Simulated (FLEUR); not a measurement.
**La2O3 under changes of volume**

One of the cells (16.357 Å³/atom); the others are scaled copies at fixed shape and fractional positions:

```
La O
1.0
     3.93078    0.00000    0.00000
    -1.96539    3.40415    0.00000
     0.00000    0.00000    6.11195
La O
2 3
Direct
  0.33333 0.66667 0.24624
  0.66667 0.33333 0.75376
  0.00000 0.00000 0.00000
  0.33333 0.66667 0.64589
  0.66667 0.33333 0.35411
```

The cell is a database's computed one.

| Property | Result |
| --- | --- |
| Program | FLEUR MaX-R8.1 (later development tree) |
| Functional | PBEsol |
| Potentials or basis | all-electron |
| Basis | FLAPW |
| Kmax | 4.56 1/bohr |
| k mesh | 8 × 8 × 5 |
| Occupations | fermi-dirac, width 0.05 eV |
| Spin | no spin polarisation |

```csv
volume (Å³/atom),energy over the lowest point (meV/atom),gap on the mesh (eV)
15.375,11.45,3.82
15.703,2.43,3.83
16.030,0.00,3.82
16.357,3.48,3.80
16.684,12.14,3.78
17.011,?,?
17.338,43.11,3.73
```

What does the run at 17.011 Å³/atom give?

Energy over the lowest point 25.47 meV/atom; gap on the mesh 3.76 eV.

Worked out: A Birch-Murnaghan fit of order 3 (a polynomial in V^(-2/3)) to the other rows has its minimum at 16.00 Å³/atom with B0 = V·E''(V) = 142 GPa and B' = 4.5 at fixed shape and positions, which overstates the stiffness. It gives 25.53 meV/atom at 17.011 Å³/atom, against the run's 25.47. A parabola through the other rows of the gap, of slope -1.45 eV per unit of ln V there, gives 3.76 eV, against the run's 3.76.

Energies are extrapolated to zero smearing.

Caveats: spin-orbit coupling is left out, which moves the levels of the heavy elements; an odd mesh through Γ misses points on the zone boundary, where band edges often lie.
